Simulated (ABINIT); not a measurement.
Runs of ABINIT 10.8.3 (patched build) on AlN. Symmetry: F-43m, No. 216, cubic system. The conventional cell has a = 4.368 Å, b = 4.368 Å, c = 4.368 Å, α = 90.00°, β = 90.00°, γ = 90.00°. Al (site symmetry -43m) is surrounded by 4 N at 1.89 Å. N (site symmetry -43m) has 4 Al at 1.89 Å as nearest neighbours. Measurements of this composition are mostly on another form, of space group No. 186.

| task | level | potentials or basis | k mesh | cutoff (eV) | fine-grid cutoff | gap on the mesh (eV) | pressure (GPa) |
| --- | --- | --- | --- | --- | --- | --- | --- |
| band structure | WC | PseudoDojo NC SR PBEsol v0.4.1 standard | 10 × 10 × 10 | 1143 | - | 3.22 | 1.5 |
| single point | r2SCAN | JTH PAW PBE v2.0 | 8 × 8 × 8 | 816 | 1414.99 eV | 3.89 | 3.7 |
| band structure | AM05 | JTH PAW PBE v2.0 | 10 × 10 × 10 | 680 | 1278.94 eV | (a) | - |
| band structure | r2SCAN | SPMS NC PBE v1.0 | 10 × 10 × 10 | 1116 | - | (b) | 4.0 |

Alike in all rows: no spin polarisation; cell as given; smearing fermi-dirac 0.05 eV.

Q: Estimate the missing entries.

A: (a) 3.17; (b) 3.86.

Caveats: the potentials were made for another functional, which shifts forces and pressure (some runs); the PAW data sets were made with another functional, which shifts forces and pressure a little (some runs); a meta-GGA on potentials with a model core is unreliable (some runs).

A k mesh can miss the band edges.

Runs at the PBE level aren't shown here.
